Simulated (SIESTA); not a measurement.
CdS under changes of volume

One of the cells (45.635 Å³/atom); the others are scaled copies at fixed shape and fractional positions:

```
Cd S
1.0
     4.26117    0.00000    0.00000
    -2.13058    3.69028    0.00000
     0.00000    0.00000    5.80417
Cd S
1 1
Direct
  0.00000 0.00000 0.44269
  0.66667 0.33333 0.43431
```

Measurements of this composition are mostly on another form, of space group No. 186.

* Program: SIESTA 5.4.2
* Functional: LDA
* Potentials or basis: PseudoDojo 0.4 standard (LDA files)
* Basis: DZP (energy shift 0.003 Ry; two zetas on semicore shells)
* Grid cutoff: 800 Ry
* Energy shift: 0.003 Ry
* k mesh: 7 × 7 × 5
* Occupations: fermi-dirac, width 0.05 eV
* Spin: no spin polarisation

| volume (Å³/atom) | energy over the lowest point (meV/atom) | pressure (GPa) | gap on the mesh (eV) | largest force (eV/Å) |
| --- | --- | --- | --- | --- |
| 42.897 | 0.00 | -0.6 | 1.68 | 0.012 |
| 43.810 | 5.22 | -1.2 | 1.60 | 0.005 |
| 44.722 | 14.00 | -1.8 | 1.50 | 0.001 |
| 45.635 | 25.98 | -2.4 | 1.41 | 0.007 |
| 46.548 | 40.78 | -2.8 | 1.32 | 0.011 |
| 47.460 | 58.02 | -3.2 | 1.23 | 0.016 |
| 48.373 | ? | ? | ? | ? |

Q: What does the run at 48.373 Å³/atom give?

A: Energy over the lowest point 77.48 meV/atom; pressure -3.6 GPa; gap on the mesh 1.15 eV; largest force 0.019 eV/Å.

Worked out: A Birch-Murnaghan fit of order 3 (a polynomial in V^(-2/3)) to the other rows has its minimum at 42.20 Å³/atom, just outside them, with B0 = V·E''(V) = 36 GPa and B' = 4.7 at fixed shape and positions, which overstates the stiffness. It gives 77.48 meV/atom at 48.373 Å³/atom, against the run's 77.48, and -dE/dV = -3.6 GPa, against -3.6. A straight line through the other rows of the gap, of slope -4.49 eV per unit of ln V, extrapolates to 1.15 eV, against the run's 1.15.

Energies are extrapolated to zero smearing.

Caveats: an odd mesh through Γ misses points on the zone boundary, where band edges often lie; the basis of atomic orbitals isn't converged, which shifts pressures, moduli and gaps. Spin-orbit coupling on Cd is left out.
